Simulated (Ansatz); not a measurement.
**MgB₂: what symmetry allows forces and stress to be**

```xyz
3
Lattice="3.1430 0.1851 0.0000 -1.4112 2.6352 0.0000 0.0000 0.0000 3.6171" Properties=species:S:1:pos:R:3 pbc="T T T"
Mg    0.0000    0.0000    0.0012
B     0.2845    1.8990    1.8079
B     1.4473    0.9213    1.8079
```

All numbers below come from DFT PBEsol, scalar-relativistic, plane waves, PAW in Ansatz 0.2.0.

Settings: cutoff 420 eV, Γ-centred mesh 12×14×10 on the computed 3-atom cell, Gaussian smearing of 0.10 eV; no spin polarisation.

This distorted cell has space group P2, with 2 operations.

Question: Without a calculation: in which directions can each atom feel a force?

Answer: A force must be left unchanged by every operation that keeps its atom in place, so it lies in the space that those operations leave fixed. Atoms that the group maps onto each other feel forces of one size.
```tsv
atom	site symmetry	operations at the site	equivalent to atom	allowed force (Cartesian)
Mg1	2	2	1	along (0.00, 0.00, 1.00)
B2	1	1	2	any direction
B3	1	1	2	any direction
```

That leaves 4 independent force components of 9, tied by 1 condition that the forces sum to zero, so 3 remain. A relaxation in this cell that keeps the symmetry moves the atoms in these directions alone.

Question: And the stress tensor?

Answer: It must be invariant under the point group, which leaves 4 independent components: yz, xz vanish.

Question: Do the computed values obey this?

Answer: Yes. Forces (eV/Å):
```
Mg1  0.000  0.000 -0.009
B2  -2.826  1.408  0.005
B3   2.826 -1.408  0.005
```

Stress (GPa, compression positive, xx yy zz yz xz xy): 10.73 4.51 -8.00 0.00 0.00 -20.37. The program imposes the same operations on density, forces and stress, so this confirms the analysis and is no independent test of the calculation.